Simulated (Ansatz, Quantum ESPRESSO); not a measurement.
## BeS (F-43m): from Born charge to LO-TO splitting

How high does the longitudinal optical mode of BeS (F-43m) lie, given the transverse one, the Born charge and ε∞?

Main program and level: Quantum ESPRESSO 8.0 development, patched; DFT LDA, scalar-relativistic, plane waves, PseudoDojo norm-conserving pseudopotentials.

The database entry behind the starting cell differs from later determinations by our own check (0.1 to 0.3 % short, probably kX units), so it need not match the best structure at ambient conditions.

### Step 1. The relaxed structure

The structure is cubic, space group F-43m (No. 216). Conventional cell: a = 4.796 Å, b = 4.796 Å, c = 4.796 Å, α = 90.00°, β = 90.00°, γ = 90.00°. Nearest to Be lie 4 S at 2.08 Å. Nearest to S lie 4 Be at 2.08 Å. Farther neighbours and most contacts between anions are not listed.

This is the cell after its relaxation at this level of theory, not the database cell from which that began.

### Step 2. What the response run gave

A linear-response run on the relaxed cell, with the response to an electric field; only its zone-centre results are used. Cutoff 88 Ry, k mesh 8×8×8.

Output:

```text
[banners, grids, parts of the stress and lines that vanish by symmetry left out]
Program PHONON v.8.0dev
     Dynamical matrices for q-points given in input
     (   1q-points):
[...]
Exchange-correlation= PW
                           (   1   4   0   0   0   0   0)
[...]
kinetic-energy cut-off    =      88.0000  Ry
     charge density cut-off    =     352.0000  Ry
     convergence threshold     =      1.0E-18
[...]
Exchange-correlation= PW
                           (   1   4   0   0   0   0   0)
[...]
q = (   0.0000000   0.0000000   0.0000000 )
     25 Sym.Ops. (with q -> -q+G )
     G cutoff =  732.3147  (  20827 G-vectors)     FFT grid: ( 40, 40, 40)
     number of k points=    29
[...]
Mode symmetry, T_d (-43m)  point group:
[...]
Dielectric constant
[...]
End of electric fields calculation
          Dielectric constant in cartesian axis
          (       5.465822517      -0.000000000       0.000000000 )
          (      -0.000000000       5.465822517       0.000000000 )
          (       0.000000000       0.000000000       5.465822517 )
          Effective charges (d Force / dE) in cartesian axis without acoustic sum rule applied (asr)
           atom    1  Be    Mean Z*:        1.53996
      Ex  (        1.53996       -0.00000       -0.00000 )
      Ey  (       -0.00000        1.53996        0.00000 )
      Ez  (       -0.00000        0.00000        1.53996 )
           atom    2  S     Mean Z*:       -1.54851
      Ex  (       -1.54851       -0.00000        0.00000 )
      Ey  (       -0.00000       -1.54851        0.00000 )
      Ez  (       -0.00000        0.00000       -1.54851 )
          Effective charges Sum: Mean:       -0.00855
[...]
Effective charges (d Force / dE) in cartesian axis with asr applied:
           atom    1  Be    Mean Z*:        1.54424
[...]
atom    2  S     Mean Z*:       -1.54424
[...]
Dielectric constant from finite-differences
          (       5.465752052       0.000000000      -0.000000000 )
          (       0.000000000       5.465752052       0.000000000 )
          (      -0.000000000      -0.000000000       5.465752052 )
[...]
(       0.000000000      -0.000000000       0.000000000 )
          (       0.000000000       0.000000000      -3.923784079 )
          (      -0.000000000      -3.923784079      -0.000000000 )
          (       0.000000000      -0.000000000      -3.923784079 )
          (      -0.000000000       0.000000000       0.000000000 )
          (      -3.923784079       0.000000000       0.000000000 )
          (      -0.000000000      -3.923784079      -0.000000000 )
          (      -3.923784079      -0.000000000      -0.000000000 )
[...]
(      -0.000000000       0.000000000       0.000000000 )
          (      -0.550438643       0.000000000      -0.000000000 )
          (       0.000000000      -0.550438643      -0.000000000 )
          (      -0.550438643      -0.000000000       0.000000000 )
          (      -0.000000000      -0.000000000      -0.000000000 )
[...]
Representation #   1 modes #   1   2   3
[...]
End of self-consistent calculation
     Convergence has been achieved
     Representation #   2 modes #   4   5   6
[...]
End of self-consistent calculation
     Convergence has been achieved
[...]
Dielectric constant in cartesian axis
          (       5.465822517      -0.000000000       0.000000000 )
          (      -0.000000000       5.465822517       0.000000000 )
          (       0.000000000       0.000000000       5.465822517 )
          Effective charges (d Force / dE) in cartesian axis without acoustic sum rule applied (asr)
           atom    1  Be    Mean Z*:        1.53996
      Ex  (        1.53996       -0.00000       -0.00000 )
      Ey  (       -0.00000        1.53996        0.00000 )
      Ez  (       -0.00000        0.00000        1.53996 )
           atom    2  S     Mean Z*:       -1.54851
      Ex  (       -1.54851       -0.00000        0.00000 )
      Ey  (       -0.00000       -1.54851        0.00000 )
      Ez  (       -0.00000        0.00000       -1.54851 )
          Effective charges Sum: Mean:       -0.00855
[...]
Effective charges (d Force / dE) in cartesian axis with asr applied:
           atom    1  Be    Mean Z*:        1.54424
[...]
atom    2  S     Mean Z*:       -1.54424
[...]
q = (    0.000000000   0.000000000   0.000000000 )
[...]
freq (    1) =      -0.029828 [THz] =      -0.994971 [cm-1]
     freq (    2) =      -0.029828 [THz] =      -0.994971 [cm-1]
     freq (    3) =      -0.029828 [THz] =      -0.994971 [cm-1]
     freq (    4) =      17.795466 [THz] =     593.592861 [cm-1]
     freq (    5) =      17.795466 [THz] =     593.592861 [cm-1]
     freq (    6) =      17.795466 [THz] =     593.592861 [cm-1]
[...]
Mode symmetry, T_d (-43m)  point group:
     freq (   1-   3) =         -1.0  [cm-1]   --> T_2  G_15 P_4   I+R
     freq (   4-   6) =        593.6  [cm-1]   --> T_2  G_15 P_4   I+R

   JOB DONE.
```

```csv
quantity,value
cell volume Ω (Å³),27.575
mass of Be (u),9.012
mass of S (u),32.060
"Born charge of Be, raw (e)",1.540
"Born charge of S, raw (e)",-1.548
ε∞,5.466
ω(TO) after the sum rule (cm⁻¹),593.6
```

### Step 3. The calculation

The charges must sum to zero over the cell; taking off their mean, -0.004 e, leaves Z* = 1.544 e on Be. In the polar mode Be moves against S, so the reduced mass is μ = 9.01 × 32.06 / 41.07 = 7.035 u.

A longitudinal wave builds up a field that adds to the restoring force: ω(LO)² = ω(TO)² + 4π Z*² / (μ Ω ε∞), in Hartree atomic units. With μ = 12823 electron masses and Ω = 186.09 bohr³ the second term is 2.2976e-06 Ha², or 110673 cm⁻² (1 Ha = 219474.6 cm⁻¹).

So ω(LO) = √(352361 + 110673) = 680.5 cm⁻¹, and by the Lyddane-Sachs-Teller relation ε₀ = ε∞ (ω(LO)/ω(TO))² = 7.18.

### Step 4. Check against the program

The analysis program adds the same non-analytic term to the full matrix, here for q along (1 0 0).

Output:

```text
[banner, memory and clock lines left out]
Program DYNMAT v.8.0dev

     Reading Dynamical Matrix from file g.dyn
     ...Force constants read
     ...epsilon and Z* read
     ...Raman cross sections read

     Polarizability (A^3 units)
     multiply by 0.401831 for Clausius-Mossotti correction (not under assume_isolated = 'mt')
         9.799575   -0.000000    0.000000
        -0.000000    9.799575    0.000000
         0.000000    0.000000    9.799575

     IR activities are in (D/A)^2/amu units
     Raman activities are in A^4/amu units
     multiply Raman by 0.026072 for Clausius-Mossotti correction (not under assume_isolated = 'mt')

# mode   [cm-1]    [THz]      IR          Raman   depol.fact
    1     -0.00   -0.0000    0.0000         0.0000    0.7500
    2      0.00    0.0000    0.0000         0.0000    0.7500
    3      0.00    0.0000    0.0000         0.0000    0.7500
    4    593.60   17.7956    7.8208        15.5857    0.7500
    5    593.60   17.7956    7.8208        15.5857    0.7500
    6    680.46   20.3997    7.8208        15.5857    0.7500
```

ε₀ comes from the program's run without a direction of q.

```csv
quantity,by hand,program
ω(LO) (cm⁻¹),680.5,680.5
ε₀,7.18,7.18
```

### Step 5. What came out

```
TO mode                    : 593.6 cm⁻¹
LO mode                    : 680.5 cm⁻¹
static dielectric constant : 7.183
```

**Reading.** The LO mode of BeS (F-43m) lies at 680 cm⁻¹, 87 cm⁻¹ above the TO mode; the formula meets the program within 0.1 cm⁻¹, as it must for a cubic crystal with one polar mode. ω(LO)² − ω(TO)² goes with Z*²/ε∞: an error of 5 % in ε∞ would move the LO mode by 3.9 cm⁻¹, and semilocal functionals tend to overestimate ε∞. These are harmonic values at zero temperature, at the volume of this functional, for the structure held cubic; stability elsewhere in the zone is no part of this calculation.

[Host names and launcher messages were left out of these logs when they were recorded.]

[Logs are printed without paths, hosts, clocks, repeated set-up lines and the standing remarks that a program may print on its own settings, such as how far it seeks lower states.]

[Hosts, paths, dates, database ids (printed as entryN), source tags and the programs' standing remarks are cut or masked in the printed files.]
